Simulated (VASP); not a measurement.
Write the native input for VASP 6.6.1 that does the following.

- Task: band structure
- Functional: PBE0
- Potentials or basis: VASP PAW PBE potentials, release 64 (Ba_sv, O)
- Cutoff: 520 eV
- k mesh: 6 × 6 × 6
- Occupations: gaussian, width 0.02 eV
- Spin: no spin polarisation
- Grid for exact exchange (PRECFOCK): Fast
- Exchange at q = 0: truncated
- Further INCAR settings: ALGO = Normal; EDIFF = 1e-07; NBANDS = 15

BaO:

```
CELL_PARAMETERS angstrom
0.00000 2.80661 2.80661
2.80661 0.00000 2.80661
2.80661 2.80661 0.00000
ATOMIC_POSITIONS crystal
Ba 0.00000 0.00000 0.00000
O 0.50000 0.50000 0.50000
```

The cell was built by a generator and needn't be a form met in nature.

One way to write it, as run:

POSCAR

```
BaO                                     
1.0
    0.0000000000      2.8066082545      2.8066082545
    2.8066082545     -0.0000000000      2.8066082545
    2.8066082545      2.8066082545     -0.0000000000
  Ba              O             
     1     1
Direct
     0.0000000000000000    0.0000000000000000    0.0000000000000000
     0.5000000000000000    0.5000000000000000    0.5000000000000000
```

INCAR.step1

```
SYSTEM = BaO
  ALGO = Normal
  EDIFF = 1E-5
  ENCUT = 520
  GGA = PE
  ISIF = 2
  ISMEAR = 0
  KPAR = 4
  LASPH = .TRUE.
  LCHARG = .FALSE.
  LREAL = .FALSE.
  LWAVE = .TRUE.
  NBANDS = 15
  NELM = 60
  PREC = Accurate
  SIGMA = 0.02
```

INCAR.step2

```
SYSTEM = BaO
  AEXX = 0.25
  ALGO = Normal
  EDIFF = 1E-7
  ENCUT = 520
  GGA = PE
  HFRCUT = -1
  ISIF = 2
  ISMEAR = 0
  ISTART = 1
  KPAR = 4
  LASPH = .TRUE.
  LCHARG = .FALSE.
  LHFCALC = .TRUE.
  LREAL = .FALSE.
  LWAVE = .FALSE.
  NBANDS = 15
  NELM = 60
  PREC = Accurate
  PRECFOCK = Fast
  SIGMA = 0.02
```

KPOINTS

```
k-points
0
G
  6 6 6
  0 0 0
```

KPOINTS_OPT

```
path GXWKGLUWLK,UX
10
line-mode
reciprocal
 0.0000000000  0.0000000000  0.0000000000  G
 0.5000000000  0.0000000000  0.5000000000  X

 0.5000000000  0.0000000000  0.5000000000  X
 0.5000000000  0.2500000000  0.7500000000  W

 0.5000000000  0.2500000000  0.7500000000  W
 0.3750000000  0.3750000000  0.7500000000  K

 0.3750000000  0.3750000000  0.7500000000  K
 0.0000000000  0.0000000000  0.0000000000  G

 0.0000000000  0.0000000000  0.0000000000  G
 0.5000000000  0.5000000000  0.5000000000  L

 0.5000000000  0.5000000000  0.5000000000  L
 0.6250000000  0.2500000000  0.6250000000  U

 0.6250000000  0.2500000000  0.6250000000  U
 0.5000000000  0.2500000000  0.7500000000  W

 0.5000000000  0.2500000000  0.7500000000  W
 0.5000000000  0.5000000000  0.5000000000  L

 0.5000000000  0.5000000000  0.5000000000  L
 0.3750000000  0.3750000000  0.7500000000  K

 0.6250000000  0.2500000000  0.6250000000  U
 0.5000000000  0.0000000000  0.5000000000  X
```

Potentials or basis: VASP PAW PBE potentials, release 64 (Ba_sv, O).

Launch:

```sh
$ cat potpaw_PBE.64/Ba_sv/POTCAR potpaw_PBE.64/O/POTCAR > POTCAR
$ cp INCAR.step1 INCAR
$ mpirun -np 4 vasp_std > vasp.out
$ cp INCAR.step2 INCAR
$ mpirun -np 4 vasp_std > vasp.out
```

It gave:

```yaml
Pressure: -1.7 GPa
Band_gap_on_the_k_mesh: 4.11 eV, direct
Band_gap_along_the_path: 4.11 eV, direct
```

Caveat: the PAW data sets were made with another functional, which shifts forces and pressure a little; spin-orbit coupling is left out, which moves the levels of the heavy elements.

It took 19 min on 4 MPI ranks on Intel(R) Xeon(R) 6975P-C (Granite Rapids), with other jobs on the host, peak memory 0.28 GiB a rank.
